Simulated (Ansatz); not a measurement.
# MoS2 (R-3m): one cell under locks on the spin (series 2)

Task: run MoS2 (R-3m) at one cell with the spin set up in several ways. Cell and atoms stay fixed.

The COD entry's cell or inner coordinates are ideal or old and differ from later refinements, so a difference from it is no clean test against experiment.

Method: DFT r²SCAN+U (U_eff = 1 eV on Mo d), plane waves, PAW, in Ansatz 0.2.0.

3 further runs of the same task are left out: 3 that didn't finish.

### Step 1. The starting structure

Symmetry: R-3m, No. 166, trigonal system. Conventional cell: a = 3.171 Å, b = 3.171 Å, c = 18.345 Å, α = 90.00°, β = 90.00°, γ = 120.00°. Mo (site symmetry -3m) is surrounded by 6 S at 2.39 Å. S (site symmetry 3m) has 3 Mo at 2.39 Å as nearest neighbours.

Structure file:

```
Mo S
1.0
     1.58550    0.91539    6.11500
    -1.58550   -0.91539   12.23000
     0.00000   -3.66156   12.23000
Mo S
2 4
Direct
  0.00000 0.00000 0.00000
  0.00000 0.00000 0.50000
  0.75000 0.75000 0.00000
  0.25000 0.25000 0.00000
  0.75000 0.75000 0.50000
  0.25000 0.25000 0.50000
```

The runs: total moment locked, 3.60 μB per cell; total moment locked at zero, no site moments, 0.00 μB per cell; antiferromagnetic directions held; ferrimagnetic site moments held at first, then free; site moments held (series factor 0.95; the input gives the size).

An earlier series on this cell reached its lowest free state from «antiferromagnetic site moments held at first, then free», perhaps among other starts.

### Step 2. Total moment locked, 3.60 μB per cell

input.yaml

```yaml
crystal:
  lattice:
    - [1.58550029, 0.91538902, 6.11499825]
    - [-1.58550029, -0.91538902, 12.2299965]
    - [0.0, -3.66155608, 12.2299965]
  atoms:
    - { symbol: Mo, position: [0.0, 0.0, 0.0], spin: 1.8 }
    - { symbol: S, position: [0.75, 0.75, 0.0] }
    - { symbol: S, position: [0.25, 0.25, 0.0] }
    - { symbol: Mo, position: [0.0, 0.0, 0.5], spin: 1.8 }
    - { symbol: S, position: [0.75, 0.75, 0.5] }
    - { symbol: S, position: [0.25, 0.25, 0.5] }
basis:
  ecutwfc: 500
  ecutrho_ratio: 4
kpoints:
  mp_grid: { grid: [7, 7, 7] }
hamiltonian:
  xc: r2scan
  hubbard:
    sites:
      - { site: 0, l: d, u_eff: 1.0, starting_ns: [{ spin: up, occupation_matrix: s0up }, { spin: down, occupation_matrix: s0down }] }
      - { site: 3, l: d, u_eff: 1.0, starting_ns: [{ spin: up, occupation_matrix: s3up }, { spin: down, occupation_matrix: s3down }] }
    occupation_matrices:
      s0up:
        matrix:
          - [0.22275, -0.28131, -0.16268, -0.10672, -0.18578]
          - [-0.28131, 0.57109, -0.053, -0.044, 0.36872]
          - [-0.16268, -0.053, 0.63373, 0.4186, -0.04329]
          - [-0.10672, -0.044, 0.4186, 0.30563, -0.03477]
          - [-0.18578, 0.36872, -0.04329, -0.03477, 0.2668]
      s0down:
        matrix:
          - [0.02, 0.0, 0.0, 0.0, 0.0]
          - [0.0, 0.02, 0.0, 0.0, 0.0]
          - [0.0, 0.0, 0.02, 0.0, 0.0]
          - [0.0, 0.0, 0.0, 0.02, 0.0]
          - [0.0, 0.0, 0.0, 0.0, 0.02]
      s3up:
        matrix:
          - [0.22275, -0.28131, -0.16268, -0.10672, -0.18578]
          - [-0.28131, 0.57109, -0.053, -0.044, 0.36872]
          - [-0.16268, -0.053, 0.63373, 0.4186, -0.04329]
          - [-0.10672, -0.044, 0.4186, 0.30563, -0.03477]
          - [-0.18578, 0.36872, -0.04329, -0.03477, 0.2668]
      s3down:
        matrix:
          - [0.02, 0.0, 0.0, 0.0, 0.0]
          - [0.0, 0.02, 0.0, 0.0, 0.0]
          - [0.0, 0.0, 0.02, 0.0, 0.0]
          - [0.0, 0.0, 0.0, 0.02, 0.0]
          - [0.0, 0.0, 0.0, 0.0, 0.02]
    ns_hold: { iters: 8 }
scf:
  occupations: { method: gaussian, width: 0.05 }
  lower_state_search: "off"
  max_iter: 150
output:
  forces: true
  stress: true
  eigenvalues: true
  populations: true
  hubbard: { sites: [{ site: 0, l: d }, { site: 3, l: d }] }
magnetization:
  spin_polarized: true
  initial_magnetization: 3.6
  spin_locking: { lock_magnetization: hard }
```

The typed matrices are held for 8 cycles. The lock stays on to the end, so the result is a constrained state.

Started as:

```console
$ ansatz run input.yaml --threads 8 --pin off --max-ram 12288MiB --backend cpu --events-out ev --progress --plain --runs-dir out
```

The log of the run:

```text
Warning: crystal.symmetry: narrowed to the stabiliser of the occupation matrices — unitary ops 8 → 4; lowered by the specified shells (site 0, l: d), (site 3, l: d); largest admitted image defect 2.2e-16, smallest excluded 1.1e-3 — at a rounding scale rather than a splitting's, so precision (not physics) most likely lowered the group: (i) a fixed point transcribed at too few decimals — re-emit the block at full precision (to 7 decimals or more, rounded to nearest) from a symmetrised source (a converged report's `n_mat` / `n_mat_spinor`) (of a frozen-density pass: in the run whose state it reads); (ii) an ideal-frame block (an integer orbital projector, an idealised texture) on a cell whose axes stand turned off the Cartesian frame, by the skew part of `crystal.lattice` components quoted to fewer than ~8 significant digits (a pasted vc-relax cell, a converted CIF) or by a rigid turn of the whole cell — no re-emission of the block helps: idealise the lattice (type its vectors, and each `position_ang` with them, on the ideal axes at full precision, or, with the positions in fractional coordinates, give it by lengths and angles where the standard orientation, in which the cell is then laid, is the block's frame; more digits alone cure only the first) (of a frozen-density pass: in the run whose state it reads); (iii) or the lowering is deliberate and this small, and then it is physics — the group the occupation matrices admit
Warning: This run holds its total moment fixed (magnetization.spin_locking.lock_magnetization: hard) and mixes its density by anderson or broyden (scf.mixing.algorithm, typed or taken by auto). Slabs with a fixed moment have converged under broyden above another state at the same moment, at the default mixing steps and at smaller ones, and under scf.lower_state_search: standard, light or off a state that such a mixer converges on is not tested for a lower one by that SCF's own steps. That does not show the result to be wrong. Run the deck again under scf.mixing.algorithm: msr1 (scf.max_iter of 400 or more; without the keys that msr1 refuses, which its refusal names) and compare the two as scf.mixing.restart in the input reference says. Such a run need not converge: where no other run does, the state stands unchecked
Warning: output.stress: scf.convergence.dr2_threshold = 1e-7 eV (the SCF's general default) is looser than the 6e-10 eV advised for a printed stress (1e-10 eV for each atom of the cell: 6). What an SCF threshold leaves in a stress goes as its square root, and in the free energy as the threshold itself, and one threshold admits the most on a small cell: of the crystals measured, under no hybrid functional and no lock of the moments, on runs that ended without the residual-converged pass, on stresses that held no estimate of that error, the worst erred by over 100 MPa in a component at 1e-7 eV an atom and by under 5 at 1e-10. Set scf.convergence.dr2_threshold to 6e-10 eV or tighter. The threshold is an SCF's pass mark: one that does not reach it within its budget of iterations ends unconverged, or closes short of it on a stop that the run arms, and scf.convergence.dr2_threshold's page says what that costs each kind of run
Warning: RAYON_NUM_THREADS=8 ignored (pool sized by the plan → 8); use --threads N
basis.fft_grid_basis auto: the FFT boxes are laid along the combinations [[1, 0, 0], [0, 1, -1], [-2, 1, 0]] of the cell's own vectors, 6.383, 3.171 and 5.492 Å long. The dense box has 48×24×45 points. Along the cell's own vectors, as sized, it would have 48×96×96, 8.53 times as many. Of the 8 symmetry operations that the crystal satisfies within crystal.symmetry.tolerance (time reversal apart; of a slab, those that keep its plane) the dense box along the cell's own vectors carries 8, and the one as laid loses 4 of those. basis.fft_grid_basis: typed keeps the cell's own vectors: state it where this run's energies or levels are differenced outside the engine with another run's, or held beside a run that keeps those vectors.
Mo: projections on atomic orbitals take those of the free atom [Ar 3d10] 4s2 4p6 4d5 5s1, of charge +0.00 (hamiltonian.pseudopotentials.projection_atoms); the dataset's partial waves leave at most 6.0e-6 of an orbital's norm unspanned inside its sphere
S: projections on atomic orbitals take those of the free atom [Ne] 3s2 3p4, of charge +0.00 (hamiltonian.pseudopotentials.projection_atoms); the dataset's partial waves leave at most 1.6e-7 of an orbital's norm unspanned inside its sphere
Engine: ansatz 0.2.0, aarch64-unknown-linux-gnu
Pseudopotentials: kind: paw
Pseudopotential: Mo, paw, valence charge 14, recommended cutoff 500 eV (meta_gga), Mo.paw.azcp
Pseudopotential: S, paw, valence charge 6, recommended cutoff 500 eV (meta_gga), S.paw.azcp
Functional definition: r2SCAN
  parameter k0 = 0.174
  parameter k1 = 0.065
  parameter a1 = 4.9479
  exchange = r2scan_x(k0 = k0, k1 = k1, a1 = a1)
  correlation = r2scan_c
Crystal: 6 atoms, lattice volume = 106.500 Å³
Basis set: ecut = 500 eV, 2711 PW (Γ), FFT grids on a1, a2−a3, −2a1+a2, exchange–correlation on 192×96×180 points (64 copies of the dense FFT grid, shifted against one another)
Bands: 34, of which v1, the nominal top of the filled ones, is band 26 counted from 1 (25 counted from 0)
Symmetry: 4 space group operations
k-points: 172 of 343
Non-local potential: Mo, projectors of the file, l = 0: 3, l = 1: 2, l = 2: 2, l = 3: 1
Non-local potential: S, projectors of the file, l = 0: 2, l = 1: 2, l = 2: 2
PAW form: soft (Blöchl's): semilocal exchange-correlation on the pseudo side does not see the compensation charge
PAW frozen core: Mo, regenerated for the run's functional (the file was generated under x = pbe(κ = 0.804, μ = 0.2195149727645171), c = pbe(β = 0.06672455060314922))
PAW frozen core: S, regenerated for the run's functional (the file was generated under x = pbe(κ = 0.804, μ = 0.2195149727645171), c = pbe(β = 0.06672455060314922))
PAW one-centre angular grid: Mo, 590 points (default); XC on 160 Gauss nodes
PAW one-centre angular grid: S, 302 points (default); XC on 160 Gauss nodes
Initial density: superposition of atomic densities (chi_scale 0.1, normalization cell)
Starting moments: Σ|m| = 3.6 μB on 2 of 6 sites
Initial wavefunctions: pseudopotential atomic-orbital guess
Functional: x = r2scan, c = r2scan; τ floored in thin density (d = 2e-4 eV/Å³)
SCF iter   1: F=—  HF=-13559.762594 eV  |F-HF|=—  |Δ(HF+E_count)|=         —  Δρ=6.71e-2 (↑6.71e-2 ↓3.83e-2)  dr2=1.58e1  dr2_τ=2.38e-1  dr2_m=7.82e-1  M=3.600 μB ∫|m|=3.613 μB  β_m=1.20  ethr=3.10e-3  ⟨swp⟩=7.3  Hψ=53049  notcnv=0  defer=2
preconditioner: auto → Kerker (q_TF=auto, 2.421 Å⁻¹)  [metal: Δε(μ)=0.004 eV  Ē_g=9.113 eV  σ=0.050 eV  W_gap=0.05  n_scr=30 (ndim 8)  ℏωp=21.6 eV  f_vac=0.002  D(μ)=2.30/eV (n_scr^D=8)]
spin=Collinear: Kerker preconditioning applied to the charge; magnetization (m = ρ↑ − ρ↓) channel mixes plain (no charge-response kernel on spin).
SCF iter   2: F=—  HF=-13558.216538 eV  |F-HF|=—  |Δ(HF+E_count)|=    1.55e0  Δρ=3.05e-2 (↑2.60e-2 ↓3.05e-2)  dr2=4.89e0  dr2_τ=3.75e-2  dr2_m=1.69e-2  M=3.600 μB ∫|m|=3.655 μB  β_m=1.20  ethr=3.10e-3  ⟨swp⟩=3.0  Hψ=25327  notcnv=0  defer=810  κ⁻¹=1.0e0(r=1)
SCF iter   3: F=—  HF=-13557.294382 eV  |F-HF|=—  |Δ(HF+E_count)|=   9.22e-1  Δρ=1.07e-2 (↑1.07e-2 ↓9.96e-3)  dr2=4.22e-1  dr2_τ=1.98e-2  dr2_m=3.78e-3  M=3.600 μB ∫|m|=3.667 μB  β_m=1.20  ethr=3.10e-3  ⟨swp⟩=3.0  Hψ=22557  notcnv=0  defer=810  κ⁻¹=1.0e-1(r=2)
SCF iter   4: F=—  HF=-13557.313699 eV  |F-HF|=—  |Δ(HF+E_count)|=   1.93e-2  Δρ=8.30e-3 (↑8.30e-3 ↓8.12e-3)  dr2=2.45e-1  dr2_τ=1.95e-3  dr2_m=2.12e-4  M=3.600 μB ∫|m|=3.649 μB  β_m=1.20  ethr=8.12e-4  ⟨swp⟩=1.3  Hψ=13453  notcnv=0  defer=747  κ⁻¹=3.6e-3(r=3)
SCF iter   5: F=—  HF=-13557.310949 eV  |F-HF|=—  |Δ(HF+E_count)|=   2.75e-3  Δρ=2.64e-3 (↑2.57e-3 ↓2.64e-3)  dr2=5.56e-2  dr2_τ=5.30e-4  dr2_m=1.73e-4  M=3.600 μB ∫|m|=3.637 μB  β_m=1.20  ethr=4.70e-4  ⟨swp⟩=2.5  Hψ=19882  notcnv=0  defer=755  κ⁻¹=1.3e-3(r=4)
SCF iter   6: F=—  HF=-13557.311625 eV  |F-HF|=—  |Δ(HF+E_count)|=   6.77e-4  Δρ=1.49e-3 (↑1.49e-3 ↓1.44e-3)  dr2=1.04e-2  dr2_τ=8.10e-5  dr2_m=4.82e-5  M=3.600 μB ∫|m|=3.635 μB  β_m=1.20  ethr=1.07e-4  ⟨swp⟩=2.3  Hψ=17218  notcnv=0  defer=769  κ⁻¹=1.0e-4(r=5)
SCF iter   7: F=—  HF=-13557.311396 eV  |F-HF|=—  |Δ(HF+E_count)|=   2.29e-4  Δρ=1.06e-3 (↑1.06e-3 ↓9.37e-4)  dr2=1.05e-2  dr2_τ=8.41e-5  dr2_m=1.30e-4  M=3.600 μB ∫|m|=3.638 μB  β_m=1.20  ethr=2.00e-5  ⟨swp⟩=2.4  Hψ=19883  notcnv=0  defer=769  κ⁻¹=4.1e-5(r=6)
SCF iter   8: F=—  HF=-13557.310426 eV  |F-HF|=—  |Δ(HF+E_count)|=   9.70e-4  Δρ=5.83e-4 (↑5.12e-4 ↓5.83e-4)  dr2=9.24e-4  dr2_τ=1.15e-5  dr2_m=2.99e-5  M=3.600 μB ∫|m|=3.637 μB  β_m=1.20  ethr=2.00e-5  ⟨swp⟩=2.3  Hψ=14479  notcnv=0  defer=769  κ⁻¹=3.5e-5(r=7)
SCF iter   9: F=—  HF=-13557.310694 eV  |F-HF|=—  |Δ(HF+E_count)|=   2.68e-4  Δρ=3.69e-4 (↑3.60e-4 ↓3.69e-4)  dr2=3.94e-4  dr2_τ=4.37e-6  dr2_m=1.13e-6  M=3.600 μB ∫|m|=3.637 μB  β_m=1.20  ethr=1.78e-6  ⟨swp⟩=2.3  Hψ=19274  notcnv=0  defer=769  κ⁻¹=3.5e-5(r=8)
Mixer restart at iter 9: flushing history
[... 14 lines left out ...]
SCF iter  24: F=—  HF=-13558.892878 eV  |F-HF|=—  |Δ(HF+E_count)|=   3.21e-5  Δρ=5.09e-5 (↑5.09e-5 ↓2.28e-5)  dr2=3.36e-6  dr2_τ=8.20e-8  dr2_m=4.26e-7  M=3.600 μB ∫|m|=3.630 μB  β_m=1.20  ethr=7.16e-9  ⟨swp⟩=3.0  Hψ=27877  notcnv=0  defer=752  κ⁻¹=3.4e-4(r=8)
SCF iter  25: F=—  HF=-13558.892871 eV  |F-HF|=—  |Δ(HF+E_count)|=   7.66e-6  Δρ=4.40e-5 (↑4.40e-5 ↓2.12e-5)  dr2=2.78e-6  dr2_τ=5.83e-8  dr2_m=3.18e-7  M=3.600 μB ∫|m|=3.630 μB  β_m=1.20  ethr=6.46e-9  ⟨swp⟩=2.2  Hψ=20171  notcnv=0  defer=752  κ⁻¹=4.5e-4(r=8)
SCF iter  26: F=—  HF=-13558.892865 eV  |F-HF|=—  |Δ(HF+E_count)|=   5.79e-6  Δρ=2.95e-5 (↑2.95e-5 ↓1.63e-5)  dr2=1.57e-6  dr2_τ=2.41e-8  dr2_m=1.40e-7  M=3.600 μB ∫|m|=3.630 μB  β_m=1.20  ethr=5.34e-9  ⟨swp⟩=3.2  Hψ=25669  notcnv=0  defer=752  κ⁻¹=2.4e-3(r=8)
SCF iter  27: F=—  HF=-13558.892863 eV  |F-HF|=—  |Δ(HF+E_count)|=   1.70e-6  Δρ=2.20e-5 (↑2.20e-5 ↓1.28e-5)  dr2=9.58e-7  dr2_τ=8.51e-9  dr2_m=5.77e-8  M=3.600 μB ∫|m|=3.630 μB  β_m=1.20  ethr=3.02e-9  ⟨swp⟩=2.5  Hψ=21773  notcnv=0  defer=752  κ⁻¹=2.9e-3(r=8)
SCF iter  28: F=—  HF=-13558.892862 eV  |F-HF|=—  |Δ(HF+E_count)|=   8.71e-7  Δρ=2.14e-5 (↑2.14e-5 ↓1.12e-5)  dr2=9.16e-7  dr2_τ=8.44e-9  dr2_m=5.24e-8  M=3.600 μB ∫|m|=3.630 μB  β_m=1.20  ethr=1.84e-9  ⟨swp⟩=2.6  Hψ=22043  notcnv=0  defer=752  κ⁻¹=3.7e-3(r=8)
SCF iter  29: F=—  HF=-13558.892862 eV  |F-HF|=—  |Δ(HF+E_count)|=   4.06e-7  Δρ=1.37e-5 (↑1.37e-5 ↓9.59e-6)  dr2=3.76e-7  dr2_τ=3.66e-9  dr2_m=1.92e-8  M=3.600 μB ∫|m|=3.630 μB  β_m=1.20  ethr=1.76e-9  ⟨swp⟩=2.3  Hψ=20157  notcnv=0  defer=752  κ⁻¹=3.1e-3(r=8)
SCF iter  30: F=—  HF=-13558.892862 eV  |F-HF|=—  |Δ(HF+E_count)|=   5.92e-8  Δρ=9.29e-6 (↑9.29e-6 ↓4.36e-6)  dr2=1.81e-7  dr2_τ=4.86e-9  dr2_m=1.97e-8  M=3.600 μB ∫|m|=3.630 μB  β_m=1.20  ethr=7.23e-10  ⟨swp⟩=2.6  Hψ=21352  notcnv=0  defer=752  κ⁻¹=2.8e-3(r=8)
iter 31 did not close the SCF: its close was put off for a magnetic moment that had not settled (scf_convergence_deferred on its scf_iter line)
SCF iter  31: F=-13558.892862 eV  HF=-13558.892862 eV  |F-HF|=1.43e-8  |Δ(HF+E_count)|=   4.97e-9  Δρ=6.24e-6 (↑6.24e-6 ↓3.16e-6)  dr2=4.65e-8  dr2_τ=1.38e-9  dr2_m=6.19e-9  M=3.600 μB ∫|m|=3.630 μB  β_m=1.20  ethr=1.92e-10  ⟨swp⟩=11.6  Hψ=53329  notcnv=0  κ⁻¹=3.1e-3(r=8)
SCF iter  32: F=-13558.892862 eV  HF=-13558.892862 eV  |F-HF|=4.79e-9  |Δ(HF+E_count)|=   5.25e-8  Δρ=3.02e-6 (↑3.02e-6 ↓1.86e-6)  dr2=1.27e-8  dr2_τ=2.98e-10  dr2_m=1.15e-9  M=3.600 μB ∫|m|=3.630 μB  ethr=8.94e-11  ⟨swp⟩=2.9  Hψ=44704  notcnv=0
WARN: hamiltonian.hubbard: on 2 of 4 specified blocks the occupation matrix of this SCF's result fails the test of the specified filling. At site 0 ↑ (sites count from 0 in the list of atoms of the cell that this SCF solves) the least filled combination of the orbitals specified full has occupation 0.700, and the fullest combination of the orbitals specified empty has occupation 0.653; the filling counts as kept where the first is at least 0.75 and exceeds the second by more than 0.25. The same holds at site 3 ↑. The state of this SCF's result may not hold the specified filling, though these bounds can also misjudge a state that does. This warning does not say which state is lower in energy, or whether the specified filling is a self-consistent state at all; see hamiltonian.hubbard.sites[].starting_ns, Limitations, and scf.initial_density.shell_occupations in the input reference
SCF 1 converged in 32 iterations: F = -13558.892862 eV  dr2 = 1.27e-8
this state was not tested for a lower state beside it, because the mixer in use, unlike msr1, does not test its closes by its own steps (another_mixer; see scf.mixing.algorithm and scf.lower_state_search)
SCF converged after 32 iterations
Magnetization: 3.6000 μB (27.8000 up, 24.2000 down)
Absolute magnetization: 3.6298 μB (∫|ρ↑−ρ↓|, with the PAW one-centre terms)
Spin contamination: 0.0526 ħ² per cell (⟨S²⟩ above its minimum at these occupations)
Per-site moments (μB) at R_I (Å): [(1.0241567052911669, 0.9838642515954285), (0.13648324825225575, 0.9838642515954288), (0.13648324825225577, 0.9838642515954285), (1.024156705291167, 0.9838642515954285), (0.13648324825225575, 0.9838642515954288), (0.13648324825225572, 0.9838642515954285)]
Free energy (F): -13558.892862 eV
Harris-Foulkes:  -13558.892862 eV  (|F-HF|=4.79e-9)
Internal energy: -13558.887319 eV  (E = F + TS)
E sigma→0 (E₀):  -13558.890091 eV
Entropy (-TS):   -0.005543 eV (-0.924 meV/atom)
Fermi energy:    10.773139 (↑ 11.227641, ↓ 10.318637) eV
--- Per-component energies (eV) ---
  E_band       = -345.727088
  E_kinetic    = 1319.971826
  E_local      = -3955.554541  (includes V_loc(G=0)·N_el)
  E_nonlocal   = 400.286036
  E_hartree    = 1522.284461
  E_xc         = -727.890061
  E_vxc        = -895.321978  (∫ρ·V_xc dr)
  E_hubbard    = 2.178096  (on-site DFT+U / exact-exchange correction)
  E_vhub       = -0.691815  (the Hubbard potential's part of the band-sum identity)
  E_paw        = -8873.401558  (= ΣΔE_a)
  E_vpaw       = -310.448974  (= ΣTr[D̂ρ^β])
  E_aug_tail   = 0.000016  (compensation charges beyond the density's cutoff)
  E_vtau       = 51.466916  (kinetic-family band-sum trace: ∫τ·v_τ [+ j·A + Jᵃ·Aᵃ] dr)
  E_ewald      = -3245.880119
  E_core_change = -0.881474  (= ΣΔE_core)
  E_smearing   = -0.005543  (= −TS)
  E_closure    = 0.000000  (closes the sum)
  Σ components = -13558.892862   (vs F -13558.892862, Δ=0.00e0)
--- Specified on-site occupations, and those of the state reported ---
  electrons in the specified blocks: 4.2000 specified, 10.0962 found
  site 0 (l=d) ↑: largest change of an orbital's occupation 0.6371; electrons 2.0000 specified, 3.2171 found; spectral distance 0.9387
  site 3 (l=d) ↑: largest change of an orbital's occupation 0.6371; electrons 2.0000 specified, 3.2171 found; spectral distance 0.9387
  site 0 (l=d) ↓: largest change of an orbital's occupation 0.4465; electrons 0.1000 specified, 1.8310 found; spectral distance 0.7954
  site 3 (l=d) ↓: largest change of an orbital's occupation 0.4465; electrons 0.1000 specified, 1.8310 found; spectral distance 0.7954
--- Forces (eV/Å), atoms counted from 1 ---
  atom   1  Mo     0.00000000     0.00000000     0.00000000
  atom   2  S      0.02320235     0.01374732     0.95951205
  atom   3  S     -0.02320235    -0.01374732    -0.95951205
  atom   4  Mo     0.00000000     0.00000000     0.00000000
  atom   5  S      0.02320235     0.01374732     0.95951205
  atom   6  S     -0.02320235    -0.01374732    -0.95951205
  max |Σ_I F_I| component: 3.47e-18 eV/Å
--- Stress (GPa, compression-positive) ---
       16.978643       0.719060       0.200113
        0.719055      16.135498       0.119053
        0.200095       0.119051       9.680292
  P = ⅓ Tr σ = 14.2648 GPa (142.648 kbar)
--- Band table (eV; the first three rows and the last of 344) ---
  k-point 0 ↑: bands = ["-53.1308", "-53.0876", "-26.8477", "-26.6114", "-26.5258", "-26.5230", "-26.4350", "-26.4265", "-4.8643", "-3.1589", "-3.0923", "-2.2834", "3.2831", "3.5297", "5.4102", "5.9364", "6.3235", "6.3380", "6.4743", "7.9723", "8.2288", "8.9901", "9.0637", "9.1160", "9.1242", "9.2465", "10.6965", "10.7112", "11.0311", "12.1697", "14.4832", "14.5345", "14.8933", "16.0562"]
[... 3 lines left out ...]
Occupation matrices written to <dir>
--- Löwdin populations: 6 sites ---
  site symbol       q [e]    m [muB]
     0     Mo     13.5376     1.3967
     1      S      6.1345     0.1940
     2      S      6.1345     0.1940
     3     Mo     13.5376     1.3967
     4      S      6.1345     0.1940
     5      S      6.1345     0.1940
  spilling = 0.007438 (of n_electrons = 52.000000)
--- Occupation matrices: 2 shells (run DFT+U table (all-electron-ortho-atomic); ε = 1.29e-2) ---
  Mo0 d_4D: site group D3d (-3m); on the run's cell C2h (2/m)
  Mo0 d_4D up     Tr n = 3.2171  λ = 0.493 0.505 0.620 0.750 0.849  [2× yz 0.35 Eg(1.00)/Ag(0.50) | z2 1.00 A1g(1.00)/Ag(1.00) | xy 0.47 Eg(1.00)/Ag(1.00) | x2-y2 0.55 Eg(1.00)/Bg(1.00)]
  Mo0 d_4D dn     Tr n = 1.8310  λ = 0.287 0.299 0.313 0.465 0.466  [2× z2 0.37 Eg(0.63)/Ag(0.50) | xy 0.44 Eg(0.74)/Ag(1.00) | 2× xz 0.39 Eg(1.00)/Ag(0.50)]
  specified occupation → Mo0 d_4D up: matrix, ‖Δ‖_F = 1.0412, Tr Δ = -1.2171, displaced = 1.0857, d_λ = 0.9387; orbital distance = 0.9682
  specified occupation → Mo0 d_4D dn: matrix, ‖Δ‖_F = 0.7954, Tr Δ = -1.7310, displaced = 0.8655, d_λ = 0.7954; orbital distance = 0.0000
  Mo3 d_4D: site group D3d (-3m); on the run's cell C2h (2/m)
  Mo3 d_4D up     Tr n = 3.2171  λ = 0.493 0.505 0.620 0.750 0.849  [2× yz 0.35 Eg(1.00)/Ag(0.50) | z2 1.00 A1g(1.00)/Ag(1.00) | xy 0.47 Eg(1.00)/Ag(1.00) | x2-y2 0.55 Eg(1.00)/Bg(1.00)]
  Mo3 d_4D dn     Tr n = 1.8310  λ = 0.287 0.299 0.313 0.465 0.466  [2× z2 0.37 Eg(0.63)/Ag(0.50) | xy 0.44 Eg(0.74)/Ag(1.00) | 2× xz 0.39 Eg(1.00)/Ag(0.50)]
  specified occupation → Mo3 d_4D up: matrix, ‖Δ‖_F = 1.0412, Tr Δ = -1.2171, displaced = 1.0857, d_λ = 0.9387; orbital distance = 0.9682
  specified occupation → Mo3 d_4D dn: matrix, ‖Δ‖_F = 0.7954, Tr Δ = -1.7310, displaced = 0.8655, d_λ = 0.7954; orbital distance = 0.0000
  Tr n, λ and their labels are of the run-group-symmetrised matrices; stabiliser: 8 of 16 elements of G0×{1,Θ} (closed), max defect 9.9e-4 at τ = 2.7e-3
```

Wall time 2.2 min (8 threads of Arm Neoverse N1, shared host); peak memory 1.9 GiB.

It ends with no gap, pressure 14.3 GPa, moments in spheres Mo 1.02; S 0.14 μB, largest force component 0.96 eV/Å, 4 symmetry operations imposed. The program reports that the typed filling wasn't kept.

How the shells are filled (orbitals counted by the eigenvalues of the occupation matrices):

```tsv
shell	channel	electrons	over 0.8	0.2 to 0.8	under 0.2
Mo 4d (atom 1)	up	3.22	1	4	0
Mo 4d (atom 1)	down	1.83	0	5	0
```

[end of part 1 of 3]
